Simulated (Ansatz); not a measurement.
Which way does CaO + PbSe ⇌ CaSe + PbO run?

Plane-wave DFT in Ansatz with scalar-relativistic PAW potentials, cutoff 420 eV, Γ-centred meshes chosen by cell and gap, Gaussian smearing with energies taken to zero width. Every cell was relaxed (cell and atoms) in a run of its own, within the symmetry of its start. Functional: PBEsol.

Total energies hold large constants for each element; a whole number of eV per atom of each element is taken off below, which cancels in a balanced reaction.

| compound | lowest structure computed | structures tried | V (Å³/atom) | gap on mesh (eV) | E (eV per formula unit, common shift removed) |
| --- | --- | --- | --- | --- | --- |
| CaO | Fm-3m | 1 | 13.54 | 3.54 | -6.1049 |
| PbSe | Fm-3m | 2 | 28.42 | 0.17 | -1.2150 |
| CaSe | Fm-3m | 3 | 25.28 | 1.88 | -4.0400 |
| PbO | P4/nmm | 2 | 20.18 | 1.23 | -2.4548 |

Task: Work out the reaction energy at 0 K.

Result: ΔE = E(CaSe) + E(PbO) − E(CaO) − E(PbSe) = 0.825 eV, or 80 kJ per mole of reaction (206 meV/atom). The left side is lower: Ca takes O and Pb takes Se. Pauling's electronegativities (Ca 1.0, Pb 1.87; O 3.44, Se 2.55) would pair Ca with O, the most ionic bond; the result follows that. All four are computed as solids; where they are solids at ordinary conditions entropy changes little. A lower structure that wasn't tried would shift the value, and mixed crystals may lie lower than either side.

Spin-orbit coupling is left out, which matters for the bands of heavy elements. For Tl, Pb and Bi spin-orbit coupling shifts energies too.